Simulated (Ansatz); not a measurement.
CuO:

```xyz
4
Lattice="1.9910 -2.1536 0.0000 1.9910 2.1536 0.0000 0.0000 0.0000 5.1559" Properties=species:S:1:pos:R:3 pbc="T T T"
Cu    0.9955   -1.0768    0.0000
Cu    0.9955    1.0768    2.5780
O     1.9910    0.0000    1.2890
O     1.9910    0.0000    3.8669
```

Measurements of this composition are mostly on another form, of space group No. 15.

```yaml
Program: Ansatz 0.2.0
Task: relaxation of cell and atoms
Functional: PBE0
Potentials_or_basis: Ansatz PAW
Cutoff: "420 eV (not typed: the program's choice for these potentials)"
k_mesh: 6 × 6 × 4
Occupations: fermi-dirac, width 0.05 eV
Spin: no spin polarisation
```

At the start: volume 11.05 Å³/atom.

How do energy, volume and symmetry change on relaxing?

It ends after 8 steps and the volume is 10.84 Å³/atom (-1.9 %); space group Cccm (No. 66, to 0.05 Å).

Step by step:
```csv
step,energy change (eV),largest force (eV/Å),volume (Å³)
1,0.0000,0.0000,44.21
2,-0.0093,0.0000,43.79
3,-0.0138,0.0000,43.33
4,-0.0139,0.0000,43.38
5,-0.0139,0.0000,43.39
6,-0.0111,0.0000,43.39
7,-0.0112,0.0000,43.38
8,-0.0112,0.0000,43.38
```

Final structure:
```cif
data_structure
_symmetry_space_group_name_H-M 'P 1'
_symmetry_Int_Tables_number 1
_cell_length_a 2.9153
_cell_length_b 2.9153
_cell_length_c 5.1096
_cell_angle_alpha 90.000
_cell_angle_beta 90.000
_cell_angle_gamma 92.659
_cell_volume 43.38
loop_
_atom_site_label
_atom_site_type_symbol
_atom_site_fract_x
_atom_site_fract_y
_atom_site_fract_z
_atom_site_occupancy
Cu1 Cu 0.50000 0.00000 0.00000 1
Cu2 Cu 0.00000 0.50000 0.50000 1
O1 O 0.50000 0.50000 0.25000 1
O2 O 0.50000 0.50000 0.75000 1
```

Caveat: the plane-wave basis is chosen anew once the cell has moved, so the energies of steps on either side of that aren't comparable; the pressure holds a Pulay correction of +0.6 GPa for the finite cutoff; the run has no spin polarisation, though such a crystal can be magnetic; the PAW data sets come from PBE, with cores solved anew for the run's functional, which leaves a small shift of forces and pressure.
